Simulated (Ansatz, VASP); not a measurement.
## One calculation of LiH, two programs

Contents of INCAR:

```
SYSTEM = LiH
ALGO = Normal
EDIFF = 1E-6
ENCUT = 520
GGA = PE
ISIF = 2
ISMEAR = -1
LASPH = .True.
LCHARG = .False.
LREAL = .False.
LWAVE = .False.
NBANDS = 9
NELM = 100
PREC = Accurate
SIGMA = 0.02
```

Contents of KPOINTS:

```
k-points
0
Gamma
  10 10 10
  0 0 0
```

POSCAR

```
LiH
1.0
    0.0000000000      1.8835605110      1.9984726907
    1.8835605110      0.0000000000      1.9984726907
    1.8835605110      1.8835605110      0.0000000000
Li H
1 1
Direct
    0.0000000000      0.0000000000      0.0000000000
    0.5000000000      0.5000000000      0.5000000000
```

Input for Ansatz:

```yaml
crystal:
  lattice:
    - [0.0, 1.883560511, 1.9984726907]
    - [1.883560511, 0.0, 1.9984726907]
    - [1.883560511, 1.883560511, 0.0]
  atoms:
    - { symbol: Li, position: [0.0, 0.0, 0.0] }
    - { symbol: H, position: [0.5, 0.5, 0.5] }
kpoints:
  mp_grid: { grid: [10, 10, 10] }
  band_path:
    path:
      - [0.0, 0.0, 0.0]
      - [0.5, 0.0, 0.5]
      - [0.625, 0.25, 0.625]
      - [0.375, 0.375, 0.75]
      - [0.5, 0.5, 0.5]
      - [0.5, 0.25, 0.75]
      - [0.0, 0.5, 0.5]
      - [0.5, 0.5, 0.0]
    npoints: 1
hamiltonian:
  xc: pbe
scf:
  occupations: { method: fermi_dirac, width: 0.02 }
  n_extra_bands: 4
output:
  forces: true
  stress: true
  eigenvalues: true
```

Change from the starting cell: biaxial_xy strain -5.8%.

Alike in both runs: task single point; functional PBE; k mesh 10 × 10 × 10; occupations fermi-dirac, width 0.02 eV; no spin polarisation.

|  | VASP | Ansatz |
| --- | --- | --- |
| version | VASP 6.6.1 | Ansatz 0.2.0 |
| potentials or method | VASP PAW PBE potentials, release 64 (Li_sv, H) | plane waves, PAW |
| plane-wave cutoff (eV) | 520 | 420 |
| valence electrons in the cell | 4 | 4 |

|  | VASP | Ansatz | Ansatz less VASP |
| --- | --- | --- | --- |
| gap on the k mesh at the Fermi level (eV) | 2.15 | 2.16 | +0.006 |

With one functional, cell and mesh, what is left measures potentials, basis and numerics.

 A k mesh can miss the band edges.
